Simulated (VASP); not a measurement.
Input of a VASP 6.6.1 run:

File INCAR:

```
SYSTEM = Cl
PREC = Accurate ; ENCUT = 600
EDIFF = 1E-6 ; ISMEAR = 0
SIGMA = 0.03 ; LREAL = .False.
LASPH = .True. ; NELM = 80
ALGO = Normal ; ISIF = 3
LWAVE = .False. ; LCHARG = .False.
METAGGA = R2SCAN ; LMIXTAU = .True.
IBRION = 2 ; NSW = 90
EDIFFG = -0.01 ; PSTRESS = 11.5
```

KPOINTS

```
regular mesh
0
Gamma
  8 8 4
  0 0 0
```

Contents of POSCAR:

```
Cl
1.0
    2.9327500000     -2.0968500000      0.0000000000
    2.9327500000      2.0968500000      0.0000000000
    0.0000000000      0.0000000000      7.9455000000
Cl
4
Direct
    0.8700000000      0.1300000000      0.1000000000
    0.6300000000      0.3700000000      0.6000000000
    0.1300000000      0.8700000000      0.9000000000
    0.3700000000      0.6300000000      0.4000000000
```

Potentials or basis: VASP PAW PBE potentials, release 64 (Cl).

Run with:

```console
$ cat potpaw_PBE.64/Cl/POTCAR > POTCAR
$ mpirun -np 1 vasp_std > vasp.out
```

Question: Estimate the band gap on the k mesh.

Answer: 2.71 eV, direct.

Question: What does it give for the relaxed cell?

Answer: a = 3.680 Å, b = 3.680 Å, c = 8.096 Å, α = 90.00°, β = 90.00°, γ = 66.16°.

Question: Estimate the space group after relaxing (to 0.05 Å).

Answer: Cmce (No. 64).

Forces in eV/Å, atoms in the order of the input:
```
Cl   0.000 -0.001 -0.008
Cl   0.000  0.001 -0.008
Cl   0.000  0.001  0.008
Cl   0.000 -0.001  0.008
```

Caveat: the cell is relaxed towards a set pressure, so the enthalpy falls and the energy may rise; the PAW data sets were made with another functional, which shifts forces and pressure a little. A k mesh can miss the band edges.
